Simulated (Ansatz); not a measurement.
Crystal: CdSe.

```
Cd Se
1.0
     0.00000    3.07027    3.07027
     3.07027    0.00000    3.07027
     3.07027    3.07027    0.00000
Cd Se
1 1
Cartesian
  0.0000 0.0000 0.0000
  1.5351 1.5351 1.5351
```

Measurements of this composition are mostly on another form, of space group No. 186.

Base run:

```yaml
Program: Ansatz 0.2.0
Functional: PBEsol
Potentials_or_basis: all-electron LAPW, relativistic spinors
Cutoff: 266 eV (chosen from the basis error)
Basis_error_allowed: 0.001 eV/atom
k_mesh: 6 × 6 × 6
Occupations: fermi-dirac, width 0.05 eV
Spin: spin-orbit coupling, no magnetisation
```

Its results: band gap on the k mesh 0.30 eV, direct; pressure -1.4 GPa.

Q: The run is repeated on the same cell with these changes: potentials or basis from all-electron LAPW, relativistic spinors to all-electron LAPW, scalar-relativistic; spin from spin-orbit coupling, no magnetisation to no spin polarisation. What comes out?

A: Band gap on the k mesh 0.42 eV, direct; pressure -1.4 GPa.

Spin-orbit coupling splits the band edges, which narrows the gap.
